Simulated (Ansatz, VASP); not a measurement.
Ir: VASP beside Ansatz

```
Ir
1.0
    -1.55519    1.55519    1.55519
     1.55519   -1.55519    1.55519
     1.55519    1.55519   -1.55519
Ir
1
Direct
  0.00000 0.00000 0.00000
```

Alike in both runs: functional PBE; k mesh 17 × 17 × 17; occupations fermi-dirac, width 0.05 eV; no spin polarisation.

Ansatz relaxed the structure, and its values are those at the end. VASP's run is a single point on that final structure, the one shown.

|  | VASP | Ansatz |
| --- | --- | --- |
| version | VASP 6.6.1 | Ansatz 0.2.0 |
| potentials or method | VASP PAW PBE potentials, release 64 (Ir) | PAW with Ansatz's default frozen-core files, scalar-relativistic |
| plane-wave cutoff (eV) | 520 | 420 |
| valence electrons in the cell | 9 | 17 |

Ansatz gave:

```
pressure (GPa) : 0.0
```

Q: What did VASP give for the same quantities?

A: Pressure (GPa): 0.4.

The two sets of potentials don't hold the same shells in valence.

Spin-orbit coupling is left out, which matters for the levels of Ir.
